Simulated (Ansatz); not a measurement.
**Ta: a test of stability by relaxation**

The task, for Ta: break the symmetry and see whether a relaxation comes back.

Program: Ansatz 0.2.0. Level of theory: DFT PBEsol, scalar-relativistic, plane waves, PAW. These are calculated values, not measurements.

### 1 Starting point

Symmetry: P6_3/mmc, No. 194, hexagonal system. The conventional cell has a = 2.867 Å, b = 2.867 Å, c = 5.091 Å, α = 90.00°, β = 90.00°, γ = 120.00°. Ta (site symmetry -6m2) is surrounded by 12 Ta at 2.87 to 3.04 Å.

Coordinates:

```cif
data_structure
_symmetry_space_group_name_H-M 'P6_3/mmc'
_symmetry_Int_Tables_number 194
_cell_length_a 2.8669
_cell_length_b 2.8669
_cell_length_c 5.0914
_cell_angle_alpha 90.000
_cell_angle_beta 90.000
_cell_angle_gamma 120.000
_cell_volume 36.24
loop_
_atom_site_label
_atom_site_type_symbol
_atom_site_symmetry_multiplicity
_atom_site_Wyckoff_symbol
_atom_site_fract_x
_atom_site_fract_y
_atom_site_fract_z
_atom_site_occupancy
Ta1 Ta 2 c 0.66667 0.33333 0.75000 1
```

It goes back to an entry of the Materials Project, which need not be the stable form.

It is the result of an earlier relaxation at this level (volume 18.12 Å³/atom; gap on the mesh: none (metal)).

### 2 The undisturbed cell

input.yaml reads:

```yaml
crystal:
  lattice:
    - [2.8669354474, 0.0, 0.0]
    - [-1.4334677237, 2.4828389284, 0.0]
    - [0.0, 0.0, 5.0914149238]
  atoms:
    - { symbol: Ta, position: [0.6666666667, 0.3333333333, 0.75] }
    - { symbol: Ta, position: [0.3333333333, 0.6666666667, 0.25] }
basis:
  ecutwfc: 420
kpoints:
  mp_grid: { grid: [12, 12, 8] }
hamiltonian:
  xc: pbesol
scf:
  occupations: { method: gaussian, width: 0.15 }
output:
  forces: true
  stress: true
  eigenvalues: true
```

On the command line:

```bash
$ ansatz run input.yaml --threads 1 --pin off --max-ram 2560MiB --backend cpu --events-out ev --progress --plain --runs-dir out
```

Further runs follow: the disturbed cell, one point; relaxing from there.

Q: Predict the outcome of this session. Wanted: end of the relaxation, from the reference; final space group; volume change.

The runs gave:

| quantity | value |
| --- | --- |
| cost of the disturbance | -111.9 meV/atom |
| end of the relaxation, from the reference | -293.9 meV/atom |
| final space group | Im-3m (tolerance 0.05 Å; reference P6_3/mmc) |
| volume change | -2.68 % |

What this shows: It ends 293.9 meV/atom below the reference in Im-3m: the more symmetric structure was not the lowest nearby. The runs treat Ta without spin-orbit coupling.
